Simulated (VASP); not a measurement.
Write the native input for VASP 6.6.1 that does the following.

* Task: single point
* Functional: PBE
* Potentials or basis: VASP PAW PBE potentials, release 64 (Pb_d)
* Cutoff: 520 eV
* k mesh: 6 × 6 × 4
* Occupations: gaussian, width 0.05 eV
* Spin: no spin polarisation
* Dipole correction: no
* Further INCAR settings: ALGO = Normal; EDIFF = 1e-06; NBANDS = 21

The structure of Pb lies in POSCAR:

```
Pb
1.0
    3.5302448889      0.0000000000      0.0000000000
   -1.7651224444      3.0572817554      0.0000000000
    0.0000000000      0.0000000000      5.9262078333
Pb
2
Direct
    0.3333333333      0.6666666667      0.7500000000
    0.6666666667      0.3333333333      0.2500000000
```

The cell was built by a generator and needn't be a form met in nature.

One way to write it, as run:

INCAR

```
PREC = Accurate
ENCUT = 520
EDIFF = 1E-6
ISMEAR = 0
SIGMA = 0.05
LREAL = False
LASPH = True
NELM = 60
ALGO = Normal
ISIF = 2
LWAVE = False
LCHARG = False
GGA = PE
NBANDS = 21
```

KPOINTS

```
regular mesh
0
Gamma
  6 6 4
```

Potentials or basis: VASP PAW PBE potentials, release 64 (Pb_d).

Launch:

```sh
$ cat potpaw_PBE.64/Pb_d/POTCAR > POTCAR
$ mpirun -np 1 vasp_std > vasp.out
```

Results of the run:

The pressure is 0.2 GPa. The band gap on the k mesh is none (metal or under the smearing width).

It took 14 s on 1 thread of Intel(R) Xeon(R) Platinum 8488C (Sapphire Rapids), with other jobs on the host, peak memory 0.18 GiB.
